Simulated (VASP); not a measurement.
Input of a VASP 6.6.1 run:

Contents of INCAR:

```
SYSTEM = Na16F
PREC = Accurate ; ENCUT = 520
EDIFF = 1E-6 ; ISMEAR = -1
SIGMA = 0.15 ; LREAL = Auto
LASPH = .TRUE. ; NELM = 100
ALGO = Fast ; ISIF = 2
LWAVE = .FALSE. ; LCHARG = .TRUE.
GGA = PE ; LELF = .TRUE.
LVHAR = .TRUE. ; NBANDS = 74
```

File KPOINTS:

```
Automatic mesh
0
G
  2 2 2
  0 0 0
```

File POSCAR:

```
Na16F
1.0
    8.4600000000      0.0000000000      0.0000000000
    0.0000000000      8.4600000000      0.0000000000
    0.0000000000      0.0000000000      8.4600000000
Na F
16 1
Direct
    0.0032086016      0.0002293108     -0.0185156290
    0.4788903664      0.0003756263      0.0152134365
   -0.0031202288      0.5004444792     -0.0055791885
    0.0032032708      0.0002359014      0.5187519630
    0.2387640705      0.2603816103      0.2501056850
    0.5116441204      0.5003526550      0.0096796847
    0.4788390727      0.0003754836      0.4849805514
    0.7531064229      0.2446999505      0.2501323825
   -0.0030906833      0.5004438259      0.5057968784
    0.2388718674      0.7403295869      0.2501069786
    0.2710705005      0.2653500774      0.7501132692
    0.5116141115      0.5003537197      0.4905356070
    0.7529986116      0.7560174938      0.2501318797
    0.7471505673      0.2312619794      0.7500705325
    0.2712589916      0.7352806494      0.7501128769
    0.7471803732      0.7695342609      0.7500770804
    0.8756084636      0.0003735896      0.7501100119
```

Potentials or basis: VASP PAW PBE potentials, release 64 (Na_pv, F).

The run is started by

```bash
$ cat potpaw_PBE.64/Na_pv/POTCAR potpaw_PBE.64/F/POTCAR > POTCAR
$ mpirun -np 1 vasp_std > vasp.out
```

**Question.** What does it give for the band gap on the k mesh?

**Answer.** None (metal or under the smearing width).

**Question.** Predict the largest force.

**Answer.** 0.008 eV/Å.

Forces in eV/Å, atoms in the order of the input:
```
Na   0.007  0.000 -0.004
Na  -0.003  0.000  0.005
Na  -0.004  0.000 -0.003
Na   0.008  0.000  0.003
Na  -0.001  0.006  0.000
Na   0.001  0.000  0.006
Na  -0.003  0.000 -0.005
Na   0.005 -0.003  0.000
Na  -0.004  0.000  0.003
Na  -0.001 -0.006  0.000
Na   0.004  0.005  0.000
Na   0.001  0.000 -0.006
Na   0.005  0.003  0.000
Na  -0.007 -0.003  0.000
Na   0.003 -0.005  0.000
Na  -0.008  0.001  0.000
F   -0.003  0.000  0.000
```

Caveat: the k mesh is coarse (spacing up to 0.37 Å⁻¹), so the values aren't converged; an odd number of electrons without spin polarisation forces a metal; a magnetic or distorted state may lie lower.
